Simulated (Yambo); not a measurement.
# GaP (F-43m) in Yambo: notebook, part 2 of 2

Yambo 5.3.0. The steps go on from the part before.

### 5 Optical spectrum, PBEsol

optics5.in

```
optics
chi
tddft
Chimod= "LRC"
% BndsRnXd
 1 | 24 |
%
NGsBlkXd= 1 Ry
% LongDrXd
 0 | 1 | 0 |
%
% QpntsRXd
 1 | 1 |
%
% EnRngeXd
 0 | 15 | eV
%
% DmRngeXd
 0.05 | 0.05 | eV
%
ETStpsXd= 300
LRC_alpha= -0.3
```

scf.in

```
&CONTROL
  calculation = 'scf'
  prefix = 'pwscf'
  outdir = './tmp'
  pseudo_dir = './pseudo'
/
&SYSTEM
  ibrav = 0
  nat = 2
  ntyp = 2
  ecutwfc = 80
  nbnd = 15
  occupations = 'smearing'
  smearing = 'fd'
  degauss = 0.00367493
  force_symmorphic = .true.
/
&ELECTRONS
  conv_thr = 4d-10
  electron_maxstep = 120
  mixing_beta = 0.5
/
ATOMIC_SPECIES
Ga    69.7230 Ga.upf
P     30.9738 P.upf
CELL_PARAMETERS angstrom
   0.0000000000    2.7252500000    2.7252500000
   2.7252500000    0.0000000000    2.7252500000
   2.7252500000    2.7252500000    0.0000000000
ATOMIC_POSITIONS angstrom
Ga     0.0000000000    0.0000000000    0.0000000000
P      4.0878750000    4.0878750000    4.0878750000
K_POINTS automatic
14 14 14 0 0 0
```

nscf.in

```
&CONTROL
  calculation = 'nscf'
  prefix = 'pwscf'
  outdir = './tmp'
  pseudo_dir = './pseudo'
/
&SYSTEM
  ibrav = 0
  nat = 2
  ntyp = 2
  ecutwfc = 80
  nbnd = 34
  occupations = 'fixed'
  force_symmorphic = .true.
/
&ELECTRONS
  conv_thr = 1d-08
  diago_full_acc = .true.
  diago_thr_init = 1d-06
/
ATOMIC_SPECIES
Ga    69.7230 Ga.upf
P     30.9738 P.upf
CELL_PARAMETERS angstrom
   0.0000000000    2.7252500000    2.7252500000
   2.7252500000    0.0000000000    2.7252500000
   2.7252500000    2.7252500000    0.0000000000
ATOMIC_POSITIONS angstrom
Ga     0.0000000000    0.0000000000    0.0000000000
P      4.0878750000    4.0878750000    4.0878750000
K_POINTS automatic
14 14 14 0 0 0
```

Potentials or basis: PseudoDojo 0.4.1 SR PBEsol standard.

Launch:

```
OMP_NUM_THREADS=1 pw.x -in scf.in > scf.out
OMP_NUM_THREADS=1 pw.x -in nscf.in > nscf.out
cd tmp/pwscf.save; p2y; mv SAVE ../..; cd ../..
OMP_NUM_THREADS=1 yambo
OMP_NUM_THREADS=1 yambo -F optics5.in -J optics5 -C optics5_out
```

Yambo's report:

```text
[... sections 02.01 to 02.04 as in the set-up run ...]

  [02.05] Energies & Occupations
  ==============================

  [X] === General ===
  [X] Electronic Temperature                        :  0.000000  0.000000 [eV K]
  [X] Bosonic    Temperature                        :  0.000000  0.000000 [eV K]
  [X] Finite Temperature mode                       : no
  [X] El. density                                   :  0.44466E+24 [cm-3]
  [X] Fermi Level                                   :  7.519326 [eV]

  [X] === Gaps and Widths ===
  [X] Conduction Band Min                           :  1.469539 [eV]
  [X] Valence Band Max                              :  0.000000 [eV]
  [X] Filled Bands                                  :   9
  [X] Empty Bands                                   :   10   34
  [X] Direct Gap                                    :  1.736288 [eV]
  [X] Direct Gap localized at k                     :  1
  [X] Indirect Gap                                  :  1.469539 [eV]
  [X] Indirect Gap between kpts                     :    1   54
  [X] Last valence band width                       :  3.440833 [eV]
  [X] 1st conduction band width                     :  2.836863 [eV]

 [03] Transferred momenta grid and indexing
 ==========================================

 IBZ Q-points                                      :  104
 BZ  Q-points                                      :  2744

 K/Q-points units:
 rlu = crystal or reduced units; cc = cartesian coordinates; iku = interal k-units

 Q [  1]        [rlu]:  0.000000  0.000000  0.000000
 Q [  2]        [rlu]:  0.34031E-17  0.34031E-17  0.71429E-01
 Q [  3]        [rlu]: -0.45686E-17 -0.45686E-17  0.14286
 Q [  4]        [rlu]:  0.39520E-17  0.39520E-17  0.21429
 Q [  5]        [rlu]: -0.91373E-17 -0.91373E-17  0.28571
 Q [  6]        [rlu]: -0.94886E-17 -0.94886E-17  0.35714
[... 42 lines left out ...]
 Q [ 49]        [rlu]:  0.25214E-16  0.35714      0.35714
 Q [ 50]        [rlu]:  0.29337E-16  0.35714      0.42857

 Remaining 54 points informations can be written running with -fatlog

 [WARNING] [Xd] User bands 1-24 break level degeneracy

 [04] Dipoles
 ============

  [04.01] Setup: observables and procedures
  =========================================

  [WF-Oscillators/G space/Transverse up loader] Normalization (few states)  min/max  :  0.21684E-17   1.0000

  [WR./optics5//ndb.dipoles]------------------------------------------------------
   Brillouin Zone Q/K grids (IBZ/BZ)                :   104  2744   104  2744
   RL vectors                                       :   4279 [WF]
   Fragmentation                                    : yes
   Electronic Temperature                           :  0.000000 [K]
   Bosonic    Temperature                           :  0.000000 [K]
   DIP band range                                   :   1  24
   DIP band range limits                            :   9  10
   DIP e/h energy range                             : -1.000000 -1.000000 [eV]
   RL vectors in the sum                            :   4279
   [r,Vnl] included                                 : yes
   Bands ordered                                    : yes
   Direct v evaluation                              : no
   Approach used                                    : G-space v
   Dipoles computed                                 : R V P [G-space]
   Wavefunctions                                    : Perdew, Burke & Ernzerhof SOL(X)+Perdew, Burke & Ernzerhof SOL(C)

  [WARNING] [r,Vnl^pseudo] included in position and velocity dipoles.

  [WARNING] In case H contains other non local terms, these are neglected

 [05] Optics
 ===========

 [X-CG] R(p) Tot o/o(of R):    11693   370440      100
```

It took 2.8 min on 1 thread of Arm Neoverse V2, shared host; peak memory 0.82 GiB.

Results:

```yaml
Band_gap_on_the_k_mesh_mean-field_level: 1.47 eV, indirect (least direct gap 1.74 eV)
Absorption_peak: 2.66 eV
Electronic_dielectric_constant_along_the_field: 13.41
Electronic_dielectric_constant_along_the_field_independent_particles: 11.30
```

Dielectric function (along the field direction of the input):
```csv
energy (eV),real part,imaginary part
0.25,13.47,0.20
0.60,13.81,0.22
1.00,14.64,0.27
1.35,15.99,0.38
1.76,17.28,2.77
2.11,23.93,2.19
2.51,36.01,8.21
2.86,20.12,15.35
3.26,10.59,22.90
3.61,15.35,21.23
4.01,0.58,21.15
4.36,-13.72,22.15
4.77,-7.53,13.46
5.17,-6.84,5.94
5.52,-4.83,6.37
5.92,-4.17,4.77
6.27,-3.93,8.50
6.67,-5.69,2.99
7.02,-3.90,2.89
7.42,-3.17,3.06
7.78,-2.61,2.24
8.18,-2.41,2.03
8.53,-1.62,1.53
8.93,-2.32,1.71
9.28,-1.65,1.32
9.68,-1.55,1.45
10.08,-1.62,1.32
10.43,-1.22,1.02
10.84,-1.34,1.31
11.19,-1.06,0.94
11.59,-1.09,0.68
11.94,-0.77,0.66
12.34,-0.72,0.57
12.69,-0.62,0.57
13.09,-0.50,0.56
13.44,-0.35,0.43
13.85,-0.32,0.34
14.20,-0.23,0.39
14.60,-0.14,0.28
15.00,-0.16,0.34
```

Caveat: the long-range kernel's strength is typed, not fitted to the crystal's screening; independent-particle spectra lack excitons.

### 6 The runs side by side

```tsv
direction of the field or of q to 0	broadening	kernel	top of the energy range	energy points	other keys	gap on the mesh (eV)
y	0.2 eV	adiabatic LDA	30 eV	300	-	1.47
x + y + z	0.3 eV	none (independent particles)	20 eV	300	-	1.47
x + y	0.3 eV	Hartree (RPA with local fields)	30 eV	150	-	1.47
y	0.05 eV	long-range correction	15 eV	300	several, not listed	1.47
```

Alike in all rows: task optical spectrum; level PBEsol; potentials or basis PseudoDojo 0.4.1 SR PBEsol standard; no spin polarisation; cell as given; k mesh 14 × 14 × 14; cutoff (eV) 1088; smearing fixed.

Caveats: these spectra lack excitons (some runs); independent-particle spectra lack excitons (some runs); the LDA kernel is used on GGA states, which is inconsistent by a few percent (some runs); the long-range kernel's strength is typed, not fitted to the crystal's screening (some runs).

Total energies depend on the potentials used, so only differences within one code and one set of settings carry meaning.

### 7 Comparison with measurements

Step 2. Against the measured gap of GaP, 2.34 eV (indirect; 10 K; quoted in “Stacking defects in GaP nanowires: Electronic structure and optical properties”, 2018, arxiv:1810.01194), the calculated 1.47 eV is off by -0.87 eV. Spin-orbit coupling on Ga is left out. The value is that of PBEsol on a finite k mesh, which can miss the band edges, without temperature or zero-point motion. Semilocal functionals fall short of measured gaps as a rule.

Step 3. Against the measured gap of GaP, 2.34 eV (indirect; 10 K; quoted in “Stacking defects in GaP nanowires: Electronic structure and optical properties”, 2018, arxiv:1810.01194), the calculated 1.47 eV is off by -0.87 eV. Spin-orbit coupling on Ga is left out. The value is that of PBEsol on a finite k mesh, which can miss the band edges, without temperature or zero-point motion. Semilocal functionals fall short of measured gaps as a rule.

Step 4. Against the measured gap of GaP, 2.34 eV (indirect; 10 K; quoted in “Stacking defects in GaP nanowires: Electronic structure and optical properties”, 2018, arxiv:1810.01194), the calculated 1.47 eV is off by -0.87 eV. Spin-orbit coupling on Ga is left out. The value is that of PBEsol on a finite k mesh, which can miss the band edges, without temperature or zero-point motion. Semilocal functionals fall short of measured gaps as a rule.
